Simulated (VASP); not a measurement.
Input of a VASP 6.6.1 run:

File POSCAR:

```
GaAs
1.0
    0.0000000000      2.8751155360      2.8751155360
    2.8751155360      0.0000000000      2.8751155360
    2.8751155360      2.8751155360      0.0000000000
  Ga              As
     1     1
Direct
     0.0000000000000000    0.0000000000000000    0.0000000000000000
     0.2500000000000000    0.2500000000000000    0.2500000000000000
```

INCAR.step1

```
PREC     = Accurate       # precision mode
ENCUT    = 600            # plane-wave cutoff, eV
EDIFF    = 1E-8           # SCF threshold, eV
ISMEAR   = 0              # smearing method
SIGMA    = 0.03           # smearing width, eV
LREAL    = False          # projectors in reciprocal space
LASPH    = True           # aspherical terms in the spheres
NELM     = 80             # most SCF steps
ALGO     = Fast           # electronic algorithm
ISIF     = 3              # what is computed and relaxed
LWAVE    = False          # write WAVECAR
LCHARG   = False          # write CHGCAR
GGA      = PE             # functional
IBRION   = 2              # ionic algorithm
NSW      = 40             # ionic steps
EDIFFG   = -0.002         # ionic threshold
```

The input INCAR.step2:

```
PREC     = Accurate       # precision mode
ENCUT    = 600            # plane-wave cutoff, eV
EDIFF    = 1E-8           # SCF threshold, eV
ISMEAR   = 0              # smearing method
SIGMA    = 0.03           # smearing width, eV
LREAL    = False          # projectors in reciprocal space
LASPH    = True           # aspherical terms in the spheres
NELM     = 80             # most SCF steps
ALGO     = Fast           # electronic algorithm
ISIF     = 2              # what is computed and relaxed
LWAVE    = False          # write WAVECAR
LCHARG   = False          # write CHGCAR
GGA      = PE             # functional
IBRION   = 6              # ionic algorithm
NFREE    = 2            
POTIM    = 0.015          # step
NSW      = 1              # ionic steps
```

KPOINTS

```
regular mesh
0
Gamma
  10 10 10
```

Potentials or basis: VASP PAW PBE potentials, release 64 (Ga_d, As).

Command:

```console
$ cat potpaw_PBE.64/Ga_d/POTCAR potpaw_PBE.64/As/POTCAR > POTCAR
$ cp INCAR.step1 INCAR
$ mpirun -np 1 vasp_std > vasp.out
$ cp CONTCAR POSCAR
$ cp INCAR.step2 INCAR
$ mpirun -np 1 vasp_std > vasp.out
```

What does it give for the highest phonon frequency at Γ, LO-TO splitting left out?

252 cm⁻¹.

Phonon frequencies in cm⁻¹ (negative: imaginary):
```
              q point        frequencies
(0.000, 0.000, 0.000)  0 0 0 252 252 252
```
